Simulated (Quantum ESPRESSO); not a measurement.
Write the native input for Quantum ESPRESSO 7.5 that does the following.

```
Task                : relaxation of cell and atoms
Functional          : PBEsol
Potentials or basis : GBRV 1.5 PBEsol
Cutoff              : 707 eV
Density cutoff      : 5633 eV
k mesh              : 10 × 10 × 10
Occupations         : fermi-dirac, width 0.05 eV
Spin                : no spin polarisation
Target pressure     : 10 GPa
Mixing beta         : 0.5
Most SCF iterations : 120
SCF threshold       : 2e-10 Ry
Most ionic steps    : 40
Forc conv thr       : 0.0004 Ry/bohr
Etot conv thr       : 1e-05 Ry
Ion dynamics        : bfgs
Cell dynamics       : bfgs
Press conv thr      : 0.3 kbar
```

The system is Hf.

```
Hf
1.0
     0.00000    2.22000    2.22000
     2.22000    0.00000    2.22000
     2.22000    2.22000    0.00000
Hf
1
Direct
  0.00000 0.00000 0.00000
```

This isn't the form of Hf at room conditions, which is hcp.

The input as run:

pw.in

```
&CONTROL
  calculation = 'vc-relax'
  prefix = 'pwscf'
  outdir = './tmp'
  pseudo_dir = './pseudo'
  tprnfor = .true.
  tstress = .true.
  disk_io = 'low'
  nstep = 40
  forc_conv_thr = 0.0004
  etot_conv_thr = 1d-05
/
&SYSTEM
  ibrav = 0
  nat = 1
  ntyp = 1
  ecutwfc = 52
  ecutrho = 414
  nbnd = 12
  occupations = 'smearing'
  smearing = 'fd'
  degauss = 0.00367493
/
&ELECTRONS
  conv_thr = 2d-10
  electron_maxstep = 120
  mixing_beta = 0.5
/
&IONS
  ion_dynamics = 'bfgs'
/
&CELL
  cell_dynamics = 'bfgs'
  press = 100
  press_conv_thr = 0.3
/
ATOMIC_SPECIES
Hf   178.4900 hf_pbesol_v1.uspp.F.UPF
CELL_PARAMETERS bohr
   0.0000000000    4.1951919967    4.1951919967
   4.1951919967    0.0000000000    4.1951919967
   4.1951919967    4.1951919967    0.0000000000
ATOMIC_POSITIONS bohr
Hf     0.0000000000    0.0000000000    0.0000000000
K_POINTS automatic
10 10 10 0 0 0
```

Potentials or basis: GBRV 1.5 PBEsol.

Run with:

```bash
$ OMP_NUM_THREADS=1 mpirun -n 2 pw.x -nk 2 -in pw.in > pw.out
```

Results of the run:

* Relaxed volume: 20.01 Å³/atom
* Relaxed cell: a = 3.047 Å, b = 3.047 Å, c = 3.047 Å, α = 60.00°, β = 60.00°, γ = 60.00°
* Space group after relaxing (to 0.05 Å): Fm-3m (No. 225)
* Energy change on relaxing (the enthalpy is what falls): +46.3 meV/atom
* Ionic steps: 4
* Pressure after relaxing: 10.0 GPa
* Band gap on the k mesh: none (metal or under the smearing width)

It took 32 s on 2 MPI ranks on Arm Neoverse V1, with other jobs on the host, peak memory 0.26 GiB a rank.
